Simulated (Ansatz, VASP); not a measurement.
**NaH: VASP beside Ansatz**

The input INCAR:

```
PREC = Accurate
ENCUT = 520
EDIFF = 1E-7
ISMEAR = 0
SIGMA = 0.02
LREAL = F
LASPH = T
NELM = 60
ALGO = Normal
ISIF = 2
LWAVE = F
LCHARG = F
GGA = CA
NBANDS = 11
```

KPOINTS

```
Automatic mesh
0
Gamma
  6 6 6
```

Contents of POSCAR:

```
NaH
1.0
    2.8960215200      0.0000000000      0.0000000000
    0.0000000000      2.8960215200      0.0000000000
    0.0000000000      0.0000000000      3.0769720950
Na H
1 1
Direct
    0.0000000000      0.0000000000      0.0000000000
    0.5000000000      0.5000000000      0.5000000000
```

Input for Ansatz:

```yaml
crystal:
  lattice:
    - [2.89602152, 0.0, 0.0]
    - [0.0, 2.89602152, 0.0]
    - [0.0, 0.0, 3.0769720949604333]
  atoms:
    - { symbol: Na, position: [0.0, 0.0, 0.0] }
    - { symbol: H, position: [0.5, 0.5, 0.5] }
basis:
  ecutwfc: 421.77648681281397
kpoints:
  mp_grid:
    grid: [6, 6, 6]
hamiltonian:
  xc: lda
  pseudopotentials:
    kind: paw
scf:
  occupations:
    method: gaussian
    width: 0.02
output:
  stress: true
```

The cell comes from a database or a generator and needn't be the stable form of this composition.

Alike in both runs: task single point; functional LDA; k mesh 6 × 6 × 6; occupations gaussian, width 0.02 eV; no spin polarisation.

|  | VASP | Ansatz |
| --- | --- | --- |
| version | VASP 6.6.1 | Ansatz 0.2.0 |
| potentials or method | VASP PAW LDA potentials, release 64 (Na_pv, H) | plane waves, PAW |
| plane-wave cutoff (eV) | 520 | 422 |
| valence electrons in the cell | 8 | 10 |

Ansatz gave:

```
pressure (GPa)                                  : -2.0
largest component of the traceless stress (GPa) : 4.52
```

Problem. Estimate VASP's values.

Solution. Pressure (GPa): -2.0; largest component of the traceless stress (GPa): 4.53.

The two sets of potentials don't hold the same shells in valence.
